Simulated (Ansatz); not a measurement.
**Bi: one input, then a changed one**

The geometry is COD entry 9011614, unchecked; take it as a test cell. The listed cell was then made from it by scaling, straining or moving an atom.

First run: DFT, PBE, all-electron LAPW, scalar-relativistic (Ansatz 0.2.0).

Command: `ansatz run input.yaml --threads 1 --pin off --max-ram 2048MiB --backend cpu --events-out ev --progress --plain --runs-dir out` The run took 6.3 s on 1 thread of Arm Neoverse V1 (shared host), peak memory 0.26 GiB.

```yaml
crystal:
  lattice:
    - [4.6325977821, 0.0, 0.0]
    - [-2.3162988911, 4.0119473649, 0.0]
    - [0.0, 0.0, 11.35584]
  atoms:
    - { symbol: Bi, position: [0.3333333333, 0.6666666667, 0.25] }
    - { symbol: Bi, position: [0.6666666667, 0.3333333333, 0.75] }
kpoints:
  mp_grid: { grid: [9, 9, 3] }
scf:
  occupations: { method: fermi_dirac, width: 0.03 }
hamiltonian:
  xc: pbe
  pseudopotentials: { kind: all_electron, lapw: { basis_error: 0.0005 } }
output:
  forces: true
  stress: true
  eigenvalues: true
```

Result: converged; pressure -3.19 GPa; no gap on the k mesh; 8 SCF iterations.

Spin–orbit coupling is left out, though it moves levels of the heavy atoms by tenths of an eV or more.

The input is then changed:

```diff
@@ -8,9 +8,9 @@
     - { symbol: Bi, position: [0.6666666667, 0.3333333333, 0.75] }
 kpoints:
-  mp_grid: { grid: [9, 9, 3] }
+  mp_grid: { grid: [6, 6, 2] }
 scf:
   occupations: { method: fermi_dirac, width: 0.03 }
 hamiltonian:
-  xc: pbe
+  xc: rpbe
   pseudopotentials: { kind: all_electron, lapw: { basis_error: 0.0005 } }
 output:
```

Task: What does the second run give?

Result: It converged; pressure -2.83 GPa; no gap on the k mesh; 9 SCF iterations. Some of these settings are too coarse for converged properties.

The results part of its log:

```
SCF 1 converged in 9 iterations: F = -1171438.782910 eV  dr2 = 2.02e-8
SCF converged after 9 iterations
Free energy (F): -1171438.782910 eV
Harris-Foulkes:  -1171438.782910 eV  (|F-HF|=2.56e-8)
Internal energy: -1171438.743383 eV  (E = F + TS)
E sigma→0 (E₀):  -1171438.763146 eV
Entropy (-TS):   -0.039526 eV (-19.763 meV/atom)
Fermi energy:    1.499416 eV
--- Per-component energies (eV) ---
  E_band       = -1540.627342
  E_kinetic    = 1356116.791355
  E_xc         = -21635.297382
  E_electrostatic = -2505920.237357  (all electrons and nuclei)
  E_smearing   = -0.039526  (= −TS)
  E_closure    = 0.000000  (closes the sum)
  E_atoms      = -1171436.095332  (free atoms, spherical and without spin; not in F)
  Σ components = -1171438.782910   (vs F -1171438.782910, Δ=0.00e0)
  Basis errors (estimates in eV, not in F): energy 2.2e-4 per atom: plane waves 2.1e-4 (1.1e-4 summed), levels above the bands 7.1e-75, relativity 1.5e-9, radial functions 1.3e-5, core shells 1.5e-7; eigenvalues (radial functions only) 3.9e-6; not estimated: angular momenta, meshes, grids; target (lapw.basis_error) 5.0e-4; muffin-tin radii Bi 2.316 Å
--- Forces (eV/Å), atoms counted from 1 ---
  atom   1  Bi    -0.00000000    -0.00000000     0.00000000
  atom   2  Bi     0.00000000     0.00000000    -0.00000000
  max |Σ_I F_I| component: 2.89e-19 eV/Å
--- Stress (GPa, compression-positive) ---
       -4.072083      -0.000000       0.000000
       -0.000000      -4.072083       0.000000
        0.000000       0.000000      -0.342756
  P = ⅓ Tr σ = -2.8290 GPa (-28.290 kbar)
--- Band table (eV; the first three rows and the last of 14) ---
  k-point 0: bands = ["-90.1722", "-90.1722", "-90.1722", "-90.1722", "-90.0948", "-90.0948", "-21.5164", "-21.5164", "-21.5164", "-21.5164", "-21.4474", "-21.4474", "-21.4474", "-21.4474", "-21.4264", "-21.4264", "-8.8539", "-8.8390", "0.6526", "1.2381", "2.6315", "2.6315", "2.6490", "2.6490", "4.6085", "5.9225"]
  k-point 1: bands = ["-90.1722", "-90.1722", "-90.1722", "-90.1722", "-90.0948", "-90.0948", "-21.5164", "-21.5164", "-21.5164", "-21.5164", "-21.4474", "-21.4474", "-21.4474", "-21.4474", "-21.4264", "-21.4264", "-8.8464", "-8.8464", "0.9105", "0.9105", "2.6402", "2.6402", "2.6402", "2.6402", "5.3253", "5.3253"]
  k-point 2: bands = ["-90.1722", "-90.1722", "-90.1722", "-90.1722", "-90.0948", "-90.0948", "-21.5164", "-21.5164", "-21.5151", "-21.5151", "-21.4479", "-21.4479", "-21.4476", "-21.4475", "-21.4257", "-21.4256", "-8.7881", "-8.7748", "0.8106", "1.3486", "1.7029", "1.7389", "2.4531", "2.4830", "5.2608", "6.9077"]
  k-point 13: bands = ["-90.1722", "-90.1722", "-90.1722", "-90.1722", "-90.0948", "-90.0948", "-21.5133", "-21.5133", "-21.5133", "-21.5133", "-21.4487", "-21.4487", "-21.4487", "-21.4487", "-21.4231", "-21.4231", "-8.5347", "-8.5347", "0.7093", "0.7093", "0.7170", "0.7170", "1.6724", "1.6724", "7.0137", "7.0137"]
```
